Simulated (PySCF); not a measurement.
Isomers of C4H10O, one conformer each; single-point electronic energies without zero-point terms and without any empirical dispersion term.

All values: wB97X-D/pcSseg-2 (PySCF, non-relativistic), each on one gas-phase PBE0-D3(BJ)/def2-TZVP geometry that isn't relaxed in the solvent. The solvent is an IEF-PCM continuum (Bondi radii, 1.10 Å for H, scaled by 1.2). The model holds no explicit solvent molecules, cavitation or dispersion.

```csv
isomer,"relative energy, gas (kJ/mol)",dipole (D)
`CCOCC` (ethoxy ethane),0.0,1.12
`CCCOC` (methyl propyl ether),13.8,1.11
```

Task: How do the relative energies look in chloroform (ε = 4.711)?

Result: 
```json
{"isomer": "`CCOCC` (ethoxy ethane)", "relative energy, solvent (kJ/mol)": "0.0", "E(solvent) − E(gas) (kJ/mol)": "-8.2", "dipole in solvent (D)": "1.47"}
{"isomer": "`CCCOC` (methyl propyl ether)", "relative energy, solvent (kJ/mol)": "13.5", "E(solvent) − E(gas) (kJ/mol)": "-8.5", "dipole in solvent (D)": "1.43"}
```

The order is unchanged. Conformers: `[CH3:1][CH2:2][O:3][CH2:4][CH3:5]` with C1–C2–O3–C4 179°, C2–O3–C4–C5 180°; `[CH3:1][CH2:2][CH2:3][O:4][CH3:5]` with C1–C2–C3–O4 180°, C2–C3–O4–C5 180°. `CCCOC` (methyl propyl ether) gains most from the continuum, while `CCOCC` (ethoxy ethane) has the largest gas-phase dipole. The gains span 0.3 kJ/mol, the gas-phase energies 13.8 kJ/mol.
